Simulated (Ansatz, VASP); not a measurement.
# Ga31P32H (V_Ga-H1): VASP beside Ansatz

One calculation is typed for both programs; each brings its own data sets. How far apart do they land? The cell is taken from a series of runs on this material, whose earlier steps may have relaxed, scaled, displaced or heated it; both programs get it as it stands.

Calculated with Ansatz 0.2.0; plane waves, with VASP 6.6.1 beside it; single point at PBE.

## (1) Starting point

The cell holds 64 atoms: 31 Ga, 32 P and 1 H. Cell: a = 11.012 Å, b = 11.012 Å, c = 11.012 Å, α = 90.0°, β = 90.0°, γ = 90.0°. It derives from GaP (GaP (F-43m)). Nearest the centre at fractional (0.500, 0.500, 0.500): H64 at 1.14 Å, P46 at 2.29 Å, P53 at 2.29 Å, P56 at 2.29 Å, P35 at 2.56 Å, Ga22 at 3.84 Å, Ga24 at 3.84 Å, Ga15 at 3.84 Å.

Coordinates:

```
Ga P H
1.0
    11.01197    0.00000    0.00000
     0.00000    0.00000  -11.01197
     0.00000   11.01197    0.00000
Ga P H
31 32 1
Direct
  0.00000 0.00027 0.99979
  0.99922 0.25094 0.25048
  0.25074 0.99944 0.25055
  0.25070 0.25094 0.99899
  0.99933 0.99960 0.50019
  0.00000 0.25104 0.75011
  0.25073 0.00027 0.75007
  0.24709 0.24741 0.50298
  0.99936 0.50072 0.99913
  0.00003 0.75058 0.25060
  0.24713 0.50342 0.24682
  0.25074 0.75062 0.99984
  0.99980 0.50074 0.50030
  0.99988 0.74990 0.74939
  0.25424 0.50406 0.74731
  0.25439 0.74759 0.50349
  0.50035 0.99961 0.99915
  0.50319 0.24740 0.24691
  0.75031 0.00027 0.25056
  0.75026 0.25105 0.99985
  0.50054 0.99999 0.50034
  0.50344 0.25460 0.74731
  0.74950 0.00018 0.74940
  0.74748 0.25460 0.50331
  0.50055 0.50076 0.99956
  0.50366 0.74766 0.25416
  0.74753 0.50403 0.25408
  0.74959 0.74990 0.99979
  0.49711 0.74692 0.74654
  0.74679 0.49761 0.74660
  0.74666 0.74694 0.49697
  0.12424 0.12448 0.37501
  0.12422 0.37541 0.12400
  0.37519 0.12452 0.12411
  0.36577 0.36603 0.36556
  0.12544 0.12571 0.87528
  0.12582 0.37687 0.62627
  0.37657 0.12608 0.62620
  0.37570 0.37609 0.87455
  0.12588 0.62664 0.37638
  0.12546 0.87579 0.12533
  0.37663 0.62672 0.12559
  0.37580 0.87492 0.37564
  0.12562 0.62616 0.87516
  0.12570 0.87553 0.62559
  0.38121 0.62067 0.62043
  0.37575 0.87541 0.87492
  0.62644 0.12608 0.37641
  0.62648 0.37691 0.12568
  0.87548 0.12571 0.12528
  0.87475 0.37604 0.37554
  0.62577 0.12600 0.87515
  0.62078 0.38126 0.62065
  0.87527 0.12594 0.62567
  0.87512 0.37605 0.87496
  0.62061 0.62073 0.38097
  0.62579 0.87561 0.12556
  0.87541 0.62614 0.12548
  0.87510 0.87537 0.37565
  0.62541 0.62572 0.87448
  0.62534 0.87483 0.62523
  0.87465 0.62566 0.62515
  0.87525 0.87558 0.87511
  0.44010 0.44045 0.43986
```

## (2) VASP: single point, PBE, pair 1

With cell and atoms fixed, the geometry can't cause a difference; cores, projectors, grids and the points listed under the comparison can.

Lines of VASP's logs that name or quote its potential files are left out, and so is its time.

Input file INCAR:

```
SYSTEM = Ga31P32H
PREC = Accurate
ENCUT = 400
EDIFF = 1E-06
NELM = 120
ISMEAR = -1
SIGMA = 0.01
LREAL = Auto
ALGO = Normal
GGA = PE
NBANDS = 328
LORBIT = 11
LWAVE = .FALSE.
LCHARG = .FALSE.
ISIF = 2
ISYM = 0
LASPH = .TRUE.
GGA_COMPAT = .FALSE.
KPAR = 4
```

Input file POSCAR:

```
Ga31P32H
1.0
   11.0119680541      0.0000000000      0.0000000000
    0.0000000000      0.0000000000    -11.0119680541
    0.0000000000     11.0119680541      0.0000000000
Ga P H
31 32 1
Direct
    0.9999980384      0.0002704475      0.9997905604
    0.9992181020      0.2509433499      0.2504761876
    0.2507378762      0.9994440039      0.2505534575
    0.2506994070      0.2509370583      0.9989942884
    0.9993298534      0.9996046680      0.5001926606
    0.9999999372      0.2510367451      0.7501054664
    0.2507331463      0.0002674770      0.7500661148
    0.2470931232      0.2474136539      0.5029817713
    0.9993615791      0.5007183319      0.9991311809
    0.0000344932      0.7505798890      0.2506035107
    0.2471305764      0.5034171981      0.2468193518
    0.2507350071      0.7506150033      0.9998389437
    0.9997995177      0.5007390996      0.5003045787
    0.9998750568      0.7498958066      0.7493864296
    0.2542396715      0.5040578202      0.7473078506
    0.2543862027      0.7475932293      0.5034885148
    0.5003477146      0.9996062787      0.9991455559
    0.5031902006      0.2473959583      0.2469113118
    0.7503069312      0.0002724828      0.2505631839
    0.7502607637      0.2510548201      0.9998474143
    0.5005365676      0.9999940950      0.5003392670
    0.5034375835      0.2545986587      0.7473064655
    0.7494957500      0.0001776870      0.7494004259
    0.7474752899      0.2545992515      0.5033106806
    0.5005486333      0.5007606276      0.9995587257
    0.5036611743      0.7476586369      0.2541637110
    0.7475266565      0.5040288889      0.2540750760
    0.7495888346      0.7499014028      0.9997856998
    0.4971057751      0.7469157296      0.7465399103
    0.7467945073      0.4976096691      0.7466017025
    0.7466574570      0.7469414870      0.4969691767
    0.1242407061      0.1244773167      0.3750139751
    0.1242201977      0.3754119873      0.1240020533
    0.3751913195      0.1245156808      0.1241078191
    0.3657740568      0.3660278222      0.3655619676
    0.1254443045      0.1257134855      0.8752801856
    0.1258153040      0.3768658149      0.6262691799
    0.3765689448      0.1260792214      0.6261987589
    0.3756954851      0.3760944476      0.8745450083
    0.1258759875      0.6266394529      0.3763782892
    0.1254562433      0.8757914349      0.1253251065
    0.3766306923      0.6267199364      0.1255924318
    0.3758017746      0.8749179309      0.3756366056
    0.1256242287      0.6261635917      0.8751587605
    0.1257012054      0.8755300236      0.6255910017
    0.3812129211      0.6206664735      0.6204337221
    0.3757504286      0.8754103883      0.8749228461
    0.6264391889      0.1260786107      0.3764128233
    0.6264766518      0.3769070429      0.1256795216
    0.8754771712      0.1257146607      0.1252759887
    0.8747506201      0.3760421229      0.3755408740
    0.6257698033      0.1259999846      0.8751514947
    0.6207833865      0.3812577439      0.6206541405
    0.8752717013      0.1259372592      0.6256656257
    0.8751183576      0.3760527688      0.8749565347
    0.6206123704      0.6207310700      0.3809724098
    0.6257931010      0.8756110611      0.1255584604
    0.8754122792      0.6261368030      0.1254794558
    0.8751006744      0.8753651018      0.3756465466
    0.6254131100      0.6257170828      0.8744755568
    0.6253382774      0.8748250820      0.6252332662
    0.8746505552      0.6256617038      0.6251509889
    0.8752481851      0.8755825812      0.8751079050
    0.4401011094      0.4404534423      0.4398622847
```

Input file KPOINTS:

```
Points of the shifted mesh
8
Reciprocal
 0.2500000000  0.2500000000  0.2500000000 1
 0.2500000000  0.2500000000  0.7500000000 1
 0.2500000000  0.7500000000  0.2500000000 1
 0.2500000000  0.7500000000  0.7500000000 1
 0.7500000000  0.2500000000  0.2500000000 1
 0.7500000000  0.2500000000  0.7500000000 1
 0.7500000000  0.7500000000  0.2500000000 1
 0.7500000000  0.7500000000  0.7500000000 1
```

The projector-augmented-wave data sets are Ga_d, P and H (PBE family, release 64).

Command:

```sh
mpirun -np 8 vasp_std
```

Numbers of over 12 decimals in the logs are rounded to 6 here.

What it wrote:

```text
[banner, memory and clock lines left out]
running    8 mpi-ranks, on    1 nodes
[...]
|                                                                             |
|           W    W    AA    RRRRR   N    N  II  N    N   GGGG   !!!           |
|           W    W   A  A   R    R  NN   N  II  NN   N  G    G  !!!           |
|           W    W  A    A  R    R  N N  N  II  N N  N  G       !!!           |
|           W WW W  AAAAAA  RRRRR   N  N N  II  N  N N  G  GGG   !            |
|           WW  WW  A    A  R   R   N   NN  II  N   NN  G    G                |
|           W    W  A    A  R    R  N    N  II  N    N   GGGG   !!!           |
|                                                                             |
|     For optimal performance we recommend to set                             |
|       NCORE = 2 up to number-of-cores-per-socket                            |
|     NCORE specifies how many cores store one orbital (NPAR=cpu/NCORE).      |
|     This setting can greatly improve the performance of VASP for DFT.       |
|     The default, NCORE=1 might be grossly inefficient on modern             |
|     multi-core architectures or massively parallel machines. Do your        |
|     Unfortunately you need to use the default for GW and RPA                |
|     calculations (for HF NCORE is supported but not extensively tested      |
|     yet).                                                                   |
|                                                                             |

 LDA part: xc-table for (Slater+PW92), standard interpolation
 POSCAR, INCAR and KPOINTS ok, starting setup
[...]
entering main loop
       N       E                     dE             d eps       ncg     rms          rms(c)
DAV:   1     0.675708808997E+04    0.67571E+04   -0.19134E+05  5312   0.215E+03
DAV:   2     0.127994108376E+04   -0.54771E+04   -0.53434E+04  5456   0.621E+02
DAV:   3    -0.118087522460E+03   -0.13980E+04   -0.12999E+04  6304   0.216E+02
DAV:   4    -0.287363732038E+03   -0.16928E+03   -0.16589E+03  6520   0.701E+01
[...]
DAV:  18    -0.289211719496E+03   -0.33841E-05   -0.35804E-05  5112   0.257E-02    0.318E-03
DAV:  19    -0.289211720541E+03   -0.10450E-05   -0.10047E-05  4496   0.140E-02    0.179E-03
DAV:  20    -0.289211720893E+03   -0.35160E-06   -0.24605E-06  3408   0.810E-03
   1 F= -.28921172E+03 E0= -.28920548E+03  d E =-.124879E-01
```

Parts of OUTCAR (step 2):

```text
  Total       -3.7476000     -3.7348034     -3.8159168      1.7545685     -1.8480283     -1.8762344
  in kB       -4.4964419     -4.4810882     -4.5784097      2.1051647     -2.2172995     -2.2511417
  external PRESSURE =      -4.5186466 kB  Pullay stress =       0.0000000 kB

 POSITION                                       TOTAL-FORCE (eV/Angst)
 -----------------------------------------------------------------------------------
     11.01195     11.00966     -0.00298         0.008065      0.012255     -0.007332
     11.00336      2.75824     -2.76338         0.029465      0.010749     -0.006777
      2.76112      2.75909    -11.00585         0.006868      0.009800     -0.028965
      2.76069     11.00089     -2.76331         0.007211      0.031227     -0.007602
     11.00459      5.50811    -11.00761         0.032655     -0.012202     -0.031927
     11.01197      8.26014     -2.76441         0.018874      0.004615     -0.009630
      2.76107      8.25970     -0.00295         0.010570      0.005025     -0.020234
      2.72098      5.53882     -2.72451         0.011689     -0.010595     -0.011747
     11.00494     11.00240     -5.51389         0.031588      0.034272      0.020797
      0.00038      2.75964     -8.26536         0.021925      0.014707     -0.004271
      2.72139      2.71797     -5.54361         0.012514      0.013930      0.010337
      2.76109     11.01019     -8.26575         0.011843      0.022393     -0.003539
     11.00976      5.50934     -5.51412         0.011437      0.001965     -0.001354
     11.01059      8.25222     -8.25783         0.012102      0.009586     -0.009319
[...]
-----------------------------------------------------------------------------------
    total drift:                                0.000838      0.014449      0.022746

  FREE ENERGIE OF THE ION-ELECTRON SYSTEM (eV)
  ---------------------------------------------------
  free  energy   TOTEN  =      -289.2117208928 eV

  energy  without entropy=     -289.1992330115  energy(sigma->0) =     -289.20547695

[... 2 further parts left out ...]
```

The run ends at a pressure of -0.45 GPa, with forces up to 0.14 eV/Å.

## (3) Ansatz: single point, PBE, pair 1

Ansatz runs on its default PAW (the set named soft_2) files.

The same cell, functional, mesh and smearing now go to Ansatz.

Input file input.yaml:

```yaml
crystal:
  checkpoint: "../q0.relax_smeared.run"
  host: checkpoint
basis:
  ecutwfc: 420
  xc_grid: 2
hamiltonian:
  xc: pbe
kpoints:
  mp_grid: { grid: [2, 2, 2], shift: [0.5, 0.5, 0.5] }
scf:
  occupations: { method: fermi_dirac, width: 0.01 }
  max_iter: 80
output:
  forces: true
  eigenvalues: true
  charged_corrections:
    epsilon: 10.63
    static_epsilon: 12.86
    defect_position: [0.5, 0.5, 0.5]
  eigenstates: { localisation: true }
  populations: true
  band_densities: [{ bands: [v1, v1] }, { bands: [c1, c1] }]
  write_density: true
  write_potential: true
  volumetric_format: npy
  elf: true
checkpoint:
  read: "../q0.relax_smeared.run"
  write: "../q0.point.run"
  compress: false
  write_wavefunctions: false
  write_every: 100000
```

Command:

```sh
ansatz run input.yaml --threads 4 --pin off --max-ram 7536MiB --backend cpu --events-out ev --progress --plain --runs-dir out
```

What it wrote:

```text
crystal.checkpoint: the structure is that of <dir>, a `relax` run, at its step 5: its result, under pbe at a charge of 0 e; 64 atoms read, 0 with a starting moment; crystal.structure_sha256 for this input is
Engine: ansatz 0.2.0, aarch64-unknown-linux-gnu
Pseudopotentials: kind: paw
Pseudopotential: Ga, paw, valence charge 13, recommended cutoff 420 eV (normal), Ga.paw.azcp
Pseudopotential: P, paw, valence charge 5, recommended cutoff 420 eV (normal), P.paw.azcp
Pseudopotential: H, paw, valence charge 1, recommended cutoff 420 eV (normal), H.paw.azcp
Functional definition: PBE
  parameter kappa = 0.804
  parameter beta = 0.066725
  exchange = pbe_x(kappa = kappa, mu = beta*pi^2/3)
  correlation = pbe_c(beta = beta)
Crystal: 64 atoms, lattice volume = 1335.349 Å³
Basis set: ecut = 420 eV, 26001 PW (Γ), exchange–correlation on 150×150×150 points (8 copies of the dense FFT grid, shifted against one another)
Bands: 346, of which v1, the nominal top of the filled ones, is band 282 counted from 1 (281 counted from 0)
Symmetry: 1 space group operations
Space group: P1 (ITA 1), of the structure as read, at distance tolerance 1.1e-4 Å
k-points: 4 of 8 (time reversal used)
Non-local potential: Ga, projectors of the file, l = 0: 2, l = 1: 2, l = 2: 3, l = 3: 1
Non-local potential: P, projectors of the file, l = 0: 2, l = 1: 2, l = 2: 2
Non-local potential: H, projectors of the file, l = 0: 2, l = 1: 1
PAW form: soft (Blöchl's): semilocal exchange-correlation on the pseudo side does not see the compensation charge
PAW one-centre angular grid: Ga, 590 points (default); XC on 64 Gauss nodes
PAW one-centre angular grid: P, 110 points (default); XC on 64 Gauss nodes
PAW one-centre angular grid: H, 110 points (default); XC on 64 Gauss nodes
Initial density: read from a saved state, or passed on in memory by an earlier SCF of this step, an earlier step, the calling program or the single point that the run made first
Stability of the state it starts from, as read at its close in the unpolarized treatment: not read negative (Ritz values of 1 − χ₀K, real part plus size of imaginary part, from 1.0 to 1.1, by its mixing steps under no symmetry)
Initial wavefunctions: pseudopotential atomic-orbital guess — the wavefunctions supplied were not used: wavefunction packing (Γ-real/complex/spinor) differs
Functional: x = pbe(κ = 0.804, μ = 0.219515), c = pbe(β = 0.066725)
iter 1 solved again at ethr=4.75e-5 eV; its pass at ethr=3.10e-3 eV (dr2=2.68e-1 eV) is discarded
SCF iter   1: F=—  HF=-141495.426158 eV  |F-HF|=—  |Δ(HF+E_count)|=         —  Δρ=2.75e-3  dr2=2.47e-1  ethr=4.75e-5  ⟨swp⟩=4.0  Hψ=8113  notcnv=0
preconditioner: auto → LDOS  [insulator: Δε(μ)=0.304 eV  Ē_g=13.712 eV  σ=0.010 eV  W_gap=0.77  n_scr=304 (ndim 8)  ℏωp=24.1 eV  f_vac=0.015  D(μ)=39.77/eV (n_scr^D=256)  ε∞_Penn≈4.1  β→1.0]
SCF iter   2: F=—  HF=-141495.396712 eV  |F-HF|=—  |Δ(HF+E_count)|=   2.94e-2  Δρ=1.73e-3  dr2=9.74e-2  ethr=4.39e-5  ⟨swp⟩=4.0  Hψ=2391  notcnv=0
SCF iter   3: F=—  HF=-141495.391849 eV  |F-HF|=—  |Δ(HF+E_count)|=   4.86e-3  Δρ=1.19e-3  dr2=7.76e-2  ethr=1.73e-5  ⟨swp⟩=3.8  Hψ=2200  notcnv=0
SCF iter   4: F=—  HF=-141495.389149 eV  |F-HF|=—  |Δ(HF+E_count)|=   2.70e-3  Δρ=1.01e-3  dr2=5.26e-2  ethr=1.38e-5  ⟨swp⟩=2.0  Hψ=2302  notcnv=0
SCF iter   5: F=—  HF=-141495.385384 eV  |F-HF|=—  |Δ(HF+E_count)|=   3.77e-3  Δρ=7.32e-4  dr2=3.01e-2  ethr=9.33e-6  ⟨swp⟩=3.0  Hψ=2765  notcnv=0
SCF iter   6: F=—  HF=-141495.382300 eV  |F-HF|=—  |Δ(HF+E_count)|=   3.08e-3  Δρ=4.16e-4  dr2=1.04e-2  ethr=5.34e-6  ⟨swp⟩=2.0  Hψ=1720  notcnv=0
SCF iter   7: F=—  HF=-141495.381571 eV  |F-HF|=—  |Δ(HF+E_count)|=   7.29e-4  Δρ=2.81e-4  dr2=4.08e-3  ethr=1.84e-6  ⟨swp⟩=2.0  Hψ=1694  notcnv=0
SCF iter   8: F=—  HF=-141495.381071 eV  |F-HF|=—  |Δ(HF+E_count)|=   5.00e-4  Δρ=1.45e-4  dr2=1.03e-3  ethr=7.23e-7  ⟨swp⟩=2.0  Hψ=1718  notcnv=0
SCF iter   9: F=—  HF=-141495.380916 eV  |F-HF|=—  |Δ(HF+E_count)|=   1.56e-4  Δρ=7.61e-5  dr2=2.42e-4  ethr=1.82e-7  ⟨swp⟩=2.0  Hψ=1649  notcnv=0
SCF iter  10: F=—  HF=-141495.380901 eV  |F-HF|=—  |Δ(HF+E_count)|=   1.49e-5  Δρ=3.74e-5  dr2=4.78e-5  ethr=4.29e-8  ⟨swp⟩=2.0  Hψ=1854  notcnv=0
SCF iter  11: F=—  HF=-141495.379934 eV  |F-HF|=—  |Δ(HF+E_count)|=   9.67e-4  Δρ=2.06e-5  dr2=1.31e-5  ethr=8.48e-9  ⟨swp⟩=3.0  Hψ=2998  notcnv=0
SCF iter  12: F=—  HF=-141495.379932 eV  |F-HF|=—  |Δ(HF+E_count)|=   1.29e-6  Δρ=1.21e-5  dr2=4.69e-6  ethr=2.32e-9  ⟨swp⟩=2.0  Hψ=2625  notcnv=0
SCF iter  13: F=—  HF=-141495.379932 eV  |F-HF|=—  |Δ(HF+E_count)|=   5.75e-7  Δρ=7.25e-6  dr2=1.74e-6  ethr=8.31e-10  ⟨swp⟩=2.0  Hψ=2696  notcnv=0
SCF iter  14: F=—  HF=-141495.379932 eV  |F-HF|=—  |Δ(HF+E_count)|=   1.10e-7  Δρ=4.95e-6  dr2=9.78e-7  ethr=3.09e-10  ⟨swp⟩=2.0  Hψ=2327  notcnv=0
SCF iter  15: F=—  HF=-141495.379932 eV  |F-HF|=—  |Δ(HF+E_count)|=   9.02e-8  Δρ=3.61e-6  dr2=5.32e-7  ethr=1.73e-10  ⟨swp⟩=2.0  Hψ=2248  notcnv=0
[...]
k-point 2: bands = [... 278 lower, 5.8453, 6.0694, 6.1236, 6.2946, 6.5564, 8.2652, 8.4779, 8.4926, ... 60 higher]
  k-point 3: bands = [... 278 lower, 5.8457, 6.0676, 6.1242, 6.2948, 6.5576, 8.2656, 8.4782, 8.4925, ... 60 higher]
--- Löwdin populations: 64 sites ---
  site symbol       q [e]
     0     Ga     12.9457
     1     Ga     12.9452
     2     Ga     12.9452
     3     Ga     12.9452
     4      P      5.0050
     5      P      5.0049
     6      P      5.0050
     7      P      4.8953
     8     Ga     12.9501
     9     Ga     12.9443
    10     Ga     12.9443
    11     Ga     12.9473
    12      P      4.9971
    13      P      5.0030
    14      P      5.0030
    15      P      5.0024
    16     Ga     12.9501
    17     Ga     12.9443
    18     Ga     12.9473
    19     Ga     12.9443
    20      P      5.0030
    21      P      4.9971
    22      P      5.0030
    23      P      5.0024
[...]
56     Ga     12.9501
    57     Ga     12.9502
    58     Ga     12.9501
    59      P      5.0050
    60      P      5.0051
    61      P      5.0051
    62      P      4.9967
    63      H      0.9461
  spilling = 0.002913 (of n_electrons = 564.000000)
--- Band densities, each state counted as filled ---
  window                                       electrons  max residual (eV)  cut levels
  bands: [v1, v1]                               2.000000             1.3e-8           0
  bands: [c1, c1]                               2.000000             1.9e-8           0
```

## (4) Side by side

Known differences besides the potentials themselves: the cutoff is 420 eV in Ansatz and 400 eV in VASP (PREC = Accurate, projectors in real space). Total energies have different zeros and are not compared.

Forces on 9 of the 64 atoms, those with the largest forces and the largest differences (eV/Å; atoms numbered as in POSCAR):

| atom | Ansatz x, y, z | VASP x, y, z |
| --- | --- | --- |
| Ga15 | -0.020, 0.029, 0.080 | -0.016, 0.026, 0.073 |
| Ga29 | 0.077, 0.040, -0.041 | 0.071, 0.035, -0.038 |
| Ga30 | 0.039, 0.039, -0.072 | 0.035, 0.035, -0.067 |
| Ga31 | 0.040, 0.077, -0.040 | 0.036, 0.071, -0.036 |
| P35 | -0.037, -0.037, 0.035 | -0.029, -0.029, 0.026 |
| P46 | 0.101, -0.050, 0.044 | 0.102, -0.050, 0.043 |
| P53 | -0.049, -0.052, -0.102 | -0.050, -0.052, -0.103 |
| P56 | -0.049, 0.101, 0.045 | -0.049, 0.101, 0.045 |
| H64 | 0.091, 0.092, -0.091 | 0.083, 0.083, -0.083 |

The forces differ by 2.6 meV/Å r.m.s., which is 8.9 % of the r.m.s. force of 0.029 eV/Å (both taken over all components).

[end of part 1 of 2]

[Lines on the potential files, build, host, timing and source positions are cut from VASP's logs without a mark.]

[Logs are printed without paths, hosts, clocks, repeated set-up lines and the standing remarks that a program may print on its own settings, such as how far it seeks lower states.]

[Hosts, paths, dates, database ids (printed as entryN), source tags and the programs' standing remarks are cut or masked in the printed files.]
